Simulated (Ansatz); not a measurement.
Theory: Ansatz, DFT PBE, scalar-relativistic, plane waves, PAW. Settings: cutoff 420 eV, Γ-centred meshes spaced at most about 0.3 Å⁻¹, and about 0.25 Å⁻¹ or finer for metals (2π included), Gaussian smearing. No spin polarisation.

These are static total energies at zero pressure.

Two relaxed structures of AlH₄:

1.

```
Al H
1.0
    -1.74205    1.74205    4.23254
     1.74205   -1.74205    4.23254
     1.74205    1.74205   -4.23254
Al H
1 4
Direct
  0.00000 0.00000 0.00000
  0.19678 0.19678 0.00000
  0.80322 0.80322 0.00000
  0.50000 0.00000 0.50000
  0.00000 0.50000 0.50000
```

2.

```
Al H
1.0
     2.59732    0.00000    0.00000
     0.00164    3.60328    0.00000
     0.23455    1.47223   12.30607
Al H
2 8
Direct
  0.87750 0.69281 0.70696
  0.92767 0.53828 0.30767
  0.88733 0.99143 0.60246
  0.43632 0.57718 0.21200
  0.97492 0.14846 0.98088
  0.92774 0.03866 0.30663
  0.36956 0.83696 0.79426
  0.41913 0.49964 0.40224
  0.38023 0.39745 0.68012
  0.79959 0.27914 0.00678
```

Question: Which form is favoured at zero pressure, and by what margin per atom?

Answer: Cell 2 is lower, by 0.36 eV/atom. Cell 1 has space group I4/mmm (No. 139), 10.3 Å³/atom and no gap on its mesh; cell 2 has space group P1 (No. 1), 11.5 Å³/atom and a gap of 1.86 eV. Counting H atoms around Al (those within 1.25 times the shortest such distance or 1.15 times the sum of covalent radii; a plus sign parts nearer from farther groups; a slash parts the counts of unlike sites), cell 1 has Al 6 and cell 2 has Al 1+4/6. Cell 2 holds H–H pairs as short as in free H₂ molecules (shortest 0.75 Å); in cell 1 the shortest H–H distance is 2.41 Å. Even the lower one lies +0.11 eV/atom against the reference forms of the elements (uncorrected), a margin that errors in the energy of the gaseous reference can exceed. In cell 1, around Al lie 6 H at 1.67–1.74 Å; H on a site of symmetry 4mm has 1 Al at 1.67 Å; H on a site of symmetry mmm is surrounded by 2 Al at 1.74 Å. In cell 2, Al on its first site is surrounded by 1 H at 1.58 Å and 4 H at 1.74–1.81 Å; Al on its second site has 6 H at 1.74–1.80 Å; around H on its first site lies 1 Al at 1.58 Å; 7 more sites not described. Origin: cell 1, invented; cell 2, invented, then shaken at random and relaxed again.

No dispersion correction is applied, so the spacing and binding between layers, chains or molecules are poorly described (I4/mmm, P1), and this can change margins and order among such cells. Kohn–Sham gaps at this level usually fall short of measured ones. With hydrogen, zero-point motion can shift such differences by 10 meV/atom or more. Cells relaxed within their symmetry can be saddle points.
